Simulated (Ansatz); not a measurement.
## Two states of Gd

```
Gd
1.0
     5.46604    3.22642   -0.02333
    -3.56733    6.32001    0.07688
     3.57573    0.07544    5.76469
Gd
8
Direct
  0.08514 0.30372 0.24105
  0.05756 0.80957 0.25339
  0.56877 0.05928 0.25034
  0.59920 0.57448 0.30288
  0.46090 0.41402 0.71426
  0.51438 0.87111 0.76013
  0.98093 0.20898 0.76028
  0.92761 0.67185 0.78570
```

Method: PBE, with U_eff = 2.7 eV on Gd f (atomic projectors); PAW, plane waves to 420 eV, 3×3×3 (shifted by 0.5, 0, 0.5 steps) mesh, fermi-dirac occupations (width 0.0362 eV) (Ansatz 0.2.0), atoms fixed.

State A: Gd1 up, Gd2 down, Gd3 up, Gd4 down, Gd5 up, Gd6 down, Gd7 up, Gd8 down (collinear spin). State B: Gd1 up, Gd2 up, Gd3 up, Gd4 up, Gd5 up, Gd6 up, Gd7 up, Gd8 up (collinear spin).

Which state is lower, and how do they differ?

They are level within 1 meV an atom.

```json
{"state": "A", "free energy (meV/atom)": "0.5", "largest moment in a small sphere (μB)": "7.38", "net moment (μB/cell)": "0.23", "gap on mesh (eV)": "metal", "pressure (GPa)": "0.9", "largest force (eV/Å)": "1.92"}
{"state": "B", "free energy (meV/atom)": "0.0", "largest moment in a small sphere (μB)": "7.39", "net moment (μB/cell)": "61.50", "gap on mesh (eV)": "metal", "pressure (GPa)": "1.2", "largest force (eV/Å)": "1.95"}
```

Origin: a strained cell with displaced atoms, so it need not be a known compound. Caveats: the k mesh is coarse if the cell is a metal; atoms or cell far from equilibrium.
